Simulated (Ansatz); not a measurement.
**How CoSn stores the work of compression**

All numbers below come from DFT PBEsol, scalar-relativistic, plane waves, PAW in Ansatz 0.2.0. Settings: 420 eV cutoff, 12×12×8 k-mesh, Gaussian smearing of 0.10 eV, no spin polarisation.

Reference structure (relaxed):

```xyz
6
Lattice="5.2197 0.0000 0.0000 -2.6099 4.5204 0.0000 0.0000 0.0000 4.1685" Properties=species:S:1:pos:R:3 pbc="T T T"
Co   -1.3049    2.2602    0.0000
Co    1.3049    2.2602    0.0000
Co    2.6099    0.0000    0.0000
Sn    2.6099    1.5068    2.0842
Sn    0.0000    3.0136    2.0842
Sn    0.0000    0.0000    0.0000
```

Cell and atoms were relaxed at each target pressure within the start's symmetry (P6/mmm), at zero temperature; other phases can be more stable under pressure. H = E + PV with P the target; E is the free energy at the smearing used, whose derivative the pressure is, per atom and counted from zero pressure. Spin polarisation was left out, and a magnetic state may lie lower. The mesh named is that at zero pressure; some other pressures ran on another.

| P (GPa) | V (Å³/atom) | E − E0 (meV) | H − H0 (meV) |
| --- | --- | --- | --- |
| 0 | 16.393 | 0.0 | 0.0 |
| 2 | 16.175 | 1.3 | 203.2 |
| 5 | 15.881 | 7.7 | 503.3 |
| 10 | 15.449 | 27.6 | 991.9 |
| 20 | 14.738 | 93.1 | 1932.9 |
| 40 | 13.706 | 283.6 | 3705.4 |

**Question.** Thermodynamics gives dH/dP = V along a relaxed path. Integrate V over P by the trapezoid rule and compare with the computed enthalpies.

**Answer.** With 1 eV/Å³ = 160.22 GPa, each step adds the mean volume times ΔP / 160.22:
| P (GPa) | ∫V dP (meV) | H − H0 (meV) | difference (meV) |
| --- | --- | --- | --- |
| 2 | 203.3 | 203.2 | 0.0 |
| 5 | 503.4 | 503.3 | 0.1 |
| 10 | 992.2 | 991.9 | 0.4 |
| 20 | 1934.3 | 1932.9 | 1.4 |
| 40 | 3709.7 | 3705.4 | 4.2 |

V(P) curves upward, so the trapezoid rule runs high; integrating a smooth curve through the same points puts that excess at about 5.5 meV at 40 GPa, against the 4.2 meV found.

**Question.** At 40 GPa, how much of the enthalpy change is stored energy and how much is the PV term?

**Answer.** E rises by 284 meV/atom and PV is 40 × 13.706 / 160.22 = 3422 meV/atom, so PV makes 92 % of ΔH. So between rival structures at high pressure a small difference in volume can outweigh the difference in energy: 1 % of this volume is worth 34.2 meV/atom at this pressure.

**Question.** What bulk modulus do the lowest pressures give?

**Answer.** From the pressures that the runs reached, -2.00 GPa (16.625 Å³) and 2.00 GPa (16.175 Å³), B = −ΔP/Δln V = 4.00 / 0.0275 = 146 GPa, a mean over that range.